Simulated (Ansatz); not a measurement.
The system is WC (Qusongite).

```
CELL_PARAMETERS angstrom
2.90650 0.00000 0.00000
-1.45325 2.51710 0.00000
0.00000 0.00000 2.83660
ATOMIC_POSITIONS crystal
W 0.00000 0.00000 0.00000
C 0.66667 0.33333 0.50000
```

Base run:

* Program: Ansatz 0.2.0
* Functional: LDA
* Potentials or basis: Ansatz PAW
* Cutoff: 420 eV (not typed: the program's choice for these potentials)
* k mesh: 10 × 10 × 9
* Occupations: fermi-dirac, width 0.05 eV
* Spin: no spin polarisation

Its results: band gap on the k mesh none (metal or under the smearing width); pressure -9.8 GPa.

The run is repeated on the same cell with these changes: functional from LDA to PBE. What comes out?

Band gap on the k mesh none (metal or under the smearing width); pressure 5.6 GPa.

PBE binds less tightly than LDA, so the same cell stands under more pressure.

Caveats: spin-orbit coupling is left out, which moves the levels of the heavy elements; the PAW data sets come from PBE, with cores solved anew for the run's functional, which leaves a small shift of forces and pressure (some runs).
